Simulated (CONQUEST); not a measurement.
The system is BaTiO3.

```
Ba Ti O
1.0
     3.99980    0.00000    0.00000
     0.00000    3.99980    0.00000
     0.00000    0.00000    4.01800
Ba Ti O
1 1 3
Direct
  0.00000 0.00000 0.00000
  0.50000 0.50000 0.51000
  0.50000 0.00000 0.48300
  0.00000 0.50000 0.48300
  0.50000 0.50000 0.98100
```

Base run:

```yaml
Program: CONQUEST 1.3
Functional: PBE
Potentials_or_basis: PseudoDojo NC PBE, SZP, grid cutoff 150 Ha
k_mesh: 7 × 7 × 7
Occupations: fermi-dirac, width 0.05 eV
Spin: no spin polarisation
```

Its results: band gap on the k mesh 1.54 eV, indirect (least direct gap 1.77 eV); pressure 6.5 GPa; largest force 0.196 eV/Å.

Question: After a change of settings the same cell gave: band gap on the k mesh 1.50 eV, indirect (least direct gap 1.59 eV); pressure 9.7 GPa; largest force 0.516 eV/Å. Which change was it?
A. k mesh from 7 × 7 × 7 to 5 × 5 × 5
B. k mesh from 7 × 7 × 7 to 6 × 6 × 6
C. potentials or basis from PseudoDojo NC PBE, SZP, grid cutoff 150 Ha to PseudoDojo NC PBE, SZ, grid cutoff 150 Ha
D. k mesh from 7 × 7 × 7 to 4 × 4 × 4

Answer: C.

Caveats: the atomic basis is small; spin-orbit coupling is left out, which moves the levels of the heavy elements; an odd mesh through Γ misses points on the zone boundary, where band edges often lie; the basis of atomic orbitals isn't converged, which shifts pressures, moduli and gaps.

Not every run made on this cell is shown here.
